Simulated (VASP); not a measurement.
# AlN (Fm-3m) in VASP: further runs

One crystal, AlN, is run at these levels: PBE; tasks: single point, relaxation of cell and atoms.

All numbers are computed with VASP 6.6.1; they aren't measurements. Logs are shortened: lines on timing, memory, paths and dates and some standing lists are left out, and cuts for length are marked.

### 1 Starting point

Symmetry: Fm-3m, No. 225, cubic system. Conventional cell: a = 4.070 Å, b = 4.070 Å, c = 4.070 Å, α = 90.00°, β = 90.00°, γ = 90.00°. Around Al (site symmetry m-3m) lie 6 N at 2.04 Å. N (site symmetry m-3m) has 6 Al at 2.04 Å as nearest neighbours.

The cell was built by a generator and needn't be a form met in nature.

### 2 Single point, PBE

INCAR reads:

```
SYSTEM = AlN
ALGO     = Normal         ! electronic algorithm
EDIFF    = 1E-6           ! SCF threshold, eV
ENCUT    = 520            ! plane-wave cutoff, eV
GGA      = PE             ! functional
ISIF     = 2              ! what is computed and relaxed
ISMEAR   = 0              ! smearing method
LASPH    = .TRUE.         ! aspherical terms in the spheres
LCHARG   = .TRUE.         ! write CHGCAR
LELF     = .TRUE.         ! ELF
LREAL    = .FALSE.        ! projectors in reciprocal space
LVHAR    = .TRUE.       
LWAVE    = .FALSE.        ! write WAVECAR
NBANDS   = 11             ! bands
NELM     = 100            ! most SCF steps
PREC     = Accurate       ! precision mode
SIGMA    = 0.02           ! smearing width, eV
```

KPOINTS reads:

```
k-points
0
G
  10 10 10
  0 0 0
```

POSCAR reads:

```
AlN
1.0
    0.0000000000      2.0352491790      2.0352491790
    2.0352491790      0.0000000000      2.0352491790
    2.0352491790      2.0352491790      0.0000000000
Al N
1 1
Direct
    0.0000000000      0.0000000000      0.0000000000
    0.5000000000      0.5000000000      0.5000000000
```

Potentials or basis: VASP PAW PBE potentials, release 64 (Al, N).

Launch:

```bash
cat potpaw_PBE.64/Al/POTCAR potpaw_PBE.64/N/POTCAR > POTCAR
mpirun -np 1 vasp_std > vasp.out
```

OUTCAR:

```text
SYSTEM = AlN
   EDIFF = 1E-6
   ENCUT = 520
   GGA = PE
   ISIF = 2
   ISMEAR = 0
   LASPH = .TRUE.
   LREAL = .FALSE.
   NELM = 100
   PREC = Accurate

 ion  position               nearest neighbor table
   1  0.000  0.000  0.000-   2 2.04   2 2.04   2 2.04   2 2.04   2 2.04   2 2.04
   2  0.500  0.500  0.500-   1 2.04   1 2.04   1 2.04   1 2.04   1 2.04   1 2.04

  LATTYP: Found a face centered cubic cell.
 ALAT       =     4.0704983580

  Lattice vectors:

 A1 = (   0.0000000000,   2.0352491790,   2.0352491790)
 A2 = (   2.0352491790,   0.0000000000,   2.0352491790)
 A3 = (   2.0352491790,   2.0352491790,   0.0000000000)

Analysis of symmetry for initial positions (statically):
=====================================================================
 Subroutine PRICEL returns:
 Original cell was already a primitive cell.

 Routine SETGRP: Setting up the symmetry group for a
 face centered cubic supercell.

 Subroutine GETGRP returns: Found 48 space group operations
 (whereof 48 operations were pure point group operations)
 out of a pool of 48 trial point group operations.

The static configuration has the point symmetry O_h .

Analysis of symmetry for dynamics (positions and initial velocities):
=====================================================================
 Subroutine PRICEL returns:
 Original cell was already a primitive cell.

 Routine SETGRP: Setting up the symmetry group for a
 face centered cubic supercell.

 Subroutine GETGRP returns: Found 48 space group operations
 (whereof 48 operations were pure point group operations)
 out of a pool of 48 trial point group operations.

The dynamic configuration has the point symmetry O_h .

 Subroutine INISYM returns: Found 48 space group operations
 (whereof 48 operations are pure point group operations),
 and found     1 'primitive' translations

----------------------------------------------------------------------------------------

                                     Primitive cell

  volume of cell :      16.8610

  direct lattice vectors                    reciprocal lattice vectors
     0.000000000  2.035249179  2.035249179    -0.245670164  0.245670164  0.245670164
     2.035249179  0.000000000  2.035249179     0.245670164 -0.245670164  0.245670164
     2.035249179  2.035249179  0.000000000     0.245670164  0.245670164 -0.245670164

  length of vectors
     2.878276992  2.878276992  2.878276992     0.425513206  0.425513206  0.425513206

  position of ions in fractional coordinates (direct lattice)
     0.000000000  0.000000000  0.000000000
[... 83 lines left out ...]
   NFREE  =      0    steps in history (QN), initial steepest desc. (CG)
   ISIF   =      2    stress and relaxation
   ISYM   =      2    0-nonsym 1-usesym 2-fastsym
   POTIM  = 0.5000    time-step for ionic-motion
   TEBEG  =    0.0;   TEEND  =   0.0 temperature during run
   PSTRESS=    0.0 pullay stress
   NELECT =       8.0000    total number of electrons
   NUPDOWN=      -1.0000    fix difference up-down
   EMIN   =  10.00;   EMAX   =-10.00  energy-range for DOS
   EFERMI =   0.00;   METHOD = LEGACY
   ISMEAR =     0;   SIGMA  =   0.02  broadening in eV -4-tet -1-fermi 0-gaus
   EFERMI_NEDOS =   21; number of points for ismear=-14 and -15
   IALGO  =     38    algorithm
   IMIX   =      4    mixing-type and parameters
     AMIX     =   0.40;   BMIX     =  1.00
     AMIX_MAG =   1.60;   BMIX_MAG =  1.00
  volume/ion in A,a.u.               =       8.43        56.89
  Fermi-wavevector in a.u.,A,eV,Ry     =   1.276862  2.412919 22.182614  1.630376
  Thomas-Fermi vector in A             =   2.409494
   LORBIT       =      0    0 simple, 1 ext, 2 COOP (PROOUT), +10 PAW based schemes
   GGA     = PE    functional components
   LHFCALC =     F    Hartree Fock is set to
   AEXX    =    0.0000 exact exchange contribution
   IVDW    =     0    specifies the selected vdW correction
   LEPSILON=     F    determine dielectric tensor
   LRPA    =     F    only Hartree local field effects (RPA)
 non-spin polarized calculation
 Gauss-broadening in eV      SIGMA  =   0.02
  energy-cutoff  :      520.00
  volume of cell :       16.86
 maximum number of plane-waves:       469
 NGX is ok and might be reduce to    24
   NGX = 11   NGY = 11   NGZ = 11

 number of electron       8.0000000 magnetization

 Free energy of the ion-electron system (eV)
  ---------------------------------------------------
  ext. energy  EPLUGINS =         0.00000000
  ---------------------------------------------------
  free energy    TOTEN  =       -14.54590670 eV

  energy without entropy =      -14.54590670  energy(sigma->0) =      -14.54590670

 E-fermi :   9.8662     XC(G=0): -12.1914

 val. band max:        9.7040972000   @ k =   0.0000   0.0000   0.0000
 cond. band min:      14.1175085299   @ k =   0.5000   0.5000   0.0000
 fundamental gap:      4.4134113299
 Fermi energy:         9.8661716985

 k-point     1 :       0.0000    0.0000    0.0000
  band No.  band energies     occupation
      1      -7.6669      2.00000
      2       9.7041      2.00000
      3       9.7041      2.00000
      4       9.7041      2.00000
      5      15.0951      0.00000
      6      21.8061      0.00000
      7      21.8061      0.00000
      8      21.8061      0.00000
      9      26.8927      0.00000
     10      27.3457      0.00000
     11      27.3457      0.00000
[... 309 lines left out ...]
 k-point    24 :       0.4000    0.3000    0.0000
  band No.  band energies     occupation
      1      -4.7219      2.00000
      2       3.9369      2.00000
      3       6.9624      2.00000
      4       7.4694      2.00000
      5      15.7090      0.00000
      6      16.5738      0.00000
      7      21.6863      0.00000
      8      25.0598      0.00000
      9      25.7976      0.00000
     10      31.3150      0.00000
     11      34.1983      0.00000

 [... further k-points ...]
[... 5 lines left out ...]
  --------------------------------------------------------------------------------------
  -------------------------------------------------------------------------------------
  Total       -0.0276308     -0.0276308     -0.0276308     -0.0000000     -0.0000000     -0.0000000
  in kB       -2.6255567     -2.6255567     -2.6255567     -0.0000000     -0.0000000     -0.0000000
  external PRESSURE =      -2.6255567 kB  Pullay stress =       0.0000000 kB

 VOLUME and BASIS-vectors are now :
 -----------------------------------------------------------------------------
  energy-cutoff  :      520.00
  volume of cell :       16.86
      direct lattice vectors                 reciprocal lattice vectors
     0.000000000  2.035249179  2.035249179    -0.245670164  0.245670164  0.245670164
     2.035249179  0.000000000  2.035249179     0.245670164 -0.245670164  0.245670164
     2.035249179  2.035249179  0.000000000     0.245670164  0.245670164 -0.245670164

 POSITION                                       TOTAL-FORCE (eV/Angst)
 -----------------------------------------------------------------------------------
      0.00000      0.00000      0.00000        -0.000000     -0.000000     -0.000000
      2.03525      2.03525      2.03525         0.000000      0.000000      0.000000
 -----------------------------------------------------------------------------------
    total drift:                               -0.000000     -0.000000      0.000000

  FREE ENERGIE OF THE ION-ELECTRON SYSTEM (eV)
  ---------------------------------------------------
  free  energy   TOTEN  =       -14.5459066950 eV

  energy  without entropy=      -14.5459066950  energy(sigma->0) =      -14.54590670
```

It took 8.1 s on 1 thread of AMD EPYC 7R13 (Zen 3), shared host; peak memory 0.1 GiB.

What came out:

```
Free energy            : -14.5459 eV
Pressure               : -0.3 GPa
Band gap on the k mesh : 4.41 eV, indirect (least direct gap 5.39 eV)
```

A k mesh can miss the band edges. PBE gaps usually lie below the measured ones, often by a third to a half.

### 3 Relaxation of cell and atoms, PBE

INCAR reads:

```
ALGO     = Fast           # electronic algorithm
EDIFF    = 1E-6           # SCF threshold, eV
EDIFFG   = -0.01          # ionic threshold
ENCUT    = 600            # plane-wave cutoff, eV
GGA      = PE             # functional
IBRION   = 2              # ionic algorithm
ISIF     = 3              # what is computed and relaxed
ISMEAR   = 0              # smearing method
LASPH    = True           # aspherical terms in the spheres
LCHARG   = False          # write CHGCAR
LREAL    = False          # projectors in reciprocal space
LWAVE    = False          # write WAVECAR
NELM     = 100            # most SCF steps
NSW      = 100            # ionic steps
PREC     = Accurate       # precision mode
SIGMA    = 0.02           # smearing width, eV
```

KPOINTS reads:

```
k-points
0
Gamma
  10 10 10
```

POSCAR is that of step 2.

Potentials or basis: VASP PAW PBE potentials, release 64 (Al, N).

Launch:

```bash
cat potpaw_PBE.64/Al/POTCAR potpaw_PBE.64/N/POTCAR > POTCAR
mpirun -np 1 vasp_std > vasp.out
```

OUTCAR:

```text
EDIFF = 1E-6
   EDIFFG = -0.01
   ENCUT = 600
   GGA = PE
   IBRION = 2
   ISIF = 3
   ISMEAR = 0
   LASPH = True
   LREAL = False
   NELM = 100
   NSW = 100
   PREC = Accurate

 ion  position               nearest neighbor table
   1  0.000  0.000  0.000-   2 2.04   2 2.04   2 2.04   2 2.04   2 2.04   2 2.04
   2  0.500  0.500  0.500-   1 2.04   1 2.04   1 2.04   1 2.04   1 2.04   1 2.04

  LATTYP: Found a face centered cubic cell.
 ALAT       =     4.0704983580

  Lattice vectors:

 A1 = (   0.0000000000,   2.0352491790,   2.0352491790)
 A2 = (   2.0352491790,   0.0000000000,   2.0352491790)
 A3 = (   2.0352491790,   2.0352491790,   0.0000000000)

Analysis of symmetry for initial positions (statically):
=====================================================================
 Subroutine PRICEL returns:
 Original cell was already a primitive cell.

 Routine SETGRP: Setting up the symmetry group for a
 face centered cubic supercell.

 Subroutine GETGRP returns: Found 48 space group operations
 (whereof 48 operations were pure point group operations)
 out of a pool of 48 trial point group operations.

The static configuration has the point symmetry O_h .

Analysis of symmetry for dynamics (positions and initial velocities):
=====================================================================
 Subroutine PRICEL returns:
 Original cell was already a primitive cell.

 Routine SETGRP: Setting up the symmetry group for a
 face centered cubic supercell.

 Subroutine GETGRP returns: Found 48 space group operations
 (whereof 48 operations were pure point group operations)
 out of a pool of 48 trial point group operations.

The dynamic configuration has the point symmetry O_h .

 Subroutine INISYM returns: Found 48 space group operations
 (whereof 48 operations are pure point group operations),
 and found     1 'primitive' translations

----------------------------------------------------------------------------------------
[... 125 lines left out ...]
 non-spin polarized calculation
 RMM-DIIS sequential band-by-band and
 Gauss-broadening in eV      SIGMA  =   0.02
  energy-cutoff  :      600.00
  volume of cell :       16.86
 maximum number of plane-waves:       588
   NGX = 11   NGY = 11   NGZ = 11

--------------------------------------- Ionic step        1  -------------------------------------------

 number of electron       8.0000000 magnetization

 Free energy of the ion-electron system (eV)
  ---------------------------------------------------
  ext. energy  EPLUGINS =         0.00000000
  ---------------------------------------------------
  free energy    TOTEN  =       -14.54765047 eV

  energy without entropy =      -14.54765047  energy(sigma->0) =      -14.54765047

------------------------ aborting loop because EDIFF is reached ----------------------------------------

  FORCE on cell =-STRESS in cart. coord.  units (eV):
  Direction    XX          YY          ZZ          XY          YZ          ZX
  --------------------------------------------------------------------------------------
  -------------------------------------------------------------------------------------
  Total       -0.0481963     -0.0481963     -0.0481963      0.0000000      0.0000000     -0.0000000
  in kB       -4.5797449     -4.5797449     -4.5797449      0.0000000      0.0000000     -0.0000000
  external PRESSURE =      -4.5797449 kB  Pullay stress =       0.0000000 kB
[... 59 lines left out ...]
--------------------------------------- Ionic step        3  -------------------------------------------

 number of electron       7.9999999 magnetization

 Free energy of the ion-electron system (eV)
  ---------------------------------------------------
  ext. energy  EPLUGINS =         0.00000000
  ---------------------------------------------------
  free energy    TOTEN  =       -14.54768681 eV

  energy without entropy =      -14.54768681  energy(sigma->0) =      -14.54768681

 E-fermi :   9.8968     XC(G=0): -12.1991

 val. band max:        9.7246338007   @ k =   0.0000   0.0000   0.0000
 cond. band min:      14.1538916278   @ k =   0.5000   0.5000   0.0000
 fundamental gap:      4.4292578271
 Fermi energy:         9.8967696807

 k-point     1 :       0.0000    0.0000    0.0000
  band No.  band energies     occupation
      1      -7.6616      2.00000
      2       9.7246      2.00000
      3       9.7246      2.00000
      4       9.7246      2.00000
      5      15.1392      0.00000
      6      21.8322      0.00000
      7      21.8322      0.00000
      8      21.8322      0.00000
[... 243 lines left out ...]
 k-point    24 :       0.4000    0.3000    0.0000
  band No.  band energies     occupation
      1      -4.7114      2.00000
      2       3.9502      2.00000
      3       6.9783      2.00000
      4       7.4860      2.00000
      5      15.7424      0.00000
      6      16.5982      0.00000
      7      21.7251      0.00000
      8      25.1007      0.00000

 [... further k-points ...]
[... 5 lines left out ...]
  --------------------------------------------------------------------------------------
  -------------------------------------------------------------------------------------
  Total        0.0020639      0.0020639      0.0020639     -0.0000000      0.0000000     -0.0000000
  in kB        0.1964346      0.1964346      0.1964346     -0.0000000      0.0000000     -0.0000000
  external PRESSURE =       0.1964346 kB  Pullay stress =       0.0000000 kB
[... 17 lines left out ...]
  FREE ENERGIE OF THE ION-ELECTRON SYSTEM (eV)
  ---------------------------------------------------
  free  energy   TOTEN  =       -14.5476868125 eV

  energy  without entropy=      -14.5476868125  energy(sigma->0) =      -14.54768681

 reached required accuracy - stopping structural energy minimisation
```

It took 12 s on 1 thread of AMD EPYC 7R13 (Zen 3), shared host; peak memory 0.1 GiB.

What came out:

| Item | Value |
| --- | --- |
| Free energy | -14.5477 eV |
| Relaxed volume | 8.42 Å³/atom |
| Relaxed cell | a = 2.877 Å, b = 2.877 Å, c = 2.877 Å, α = 60.00°, β = 60.00°, γ = 60.00° |
| Space group after relaxing (to 0.05 Å) | Fm-3m (No. 225) |
| Energy gained by relaxing | 0.0 meV/atom |
| Ionic steps | 3 |
| Pressure after relaxing | 0.0 GPa |
| Band gap on the k mesh | 4.43 eV, indirect (least direct gap 5.41 eV) |

Final structure:
```cif
data_structure
_symmetry_space_group_name_H-M 'P 1'
_symmetry_Int_Tables_number 1
_cell_length_a 2.8767
_cell_length_b 2.8767
_cell_length_c 2.8767
_cell_angle_alpha 60.000
_cell_angle_beta 60.000
_cell_angle_gamma 60.000
_cell_volume 16.83
loop_
_atom_site_label
_atom_site_type_symbol
_atom_site_fract_x
_atom_site_fract_y
_atom_site_fract_z
_atom_site_occupancy
Al1 Al 0.00000 0.00000 0.00000 1
N1 N 0.50000 0.50000 0.50000 1
```

A k mesh can miss the band edges. Expect the measured gap to be larger: semilocal functionals such as PBE lack the derivative discontinuity.

[end of part 1 of 2]
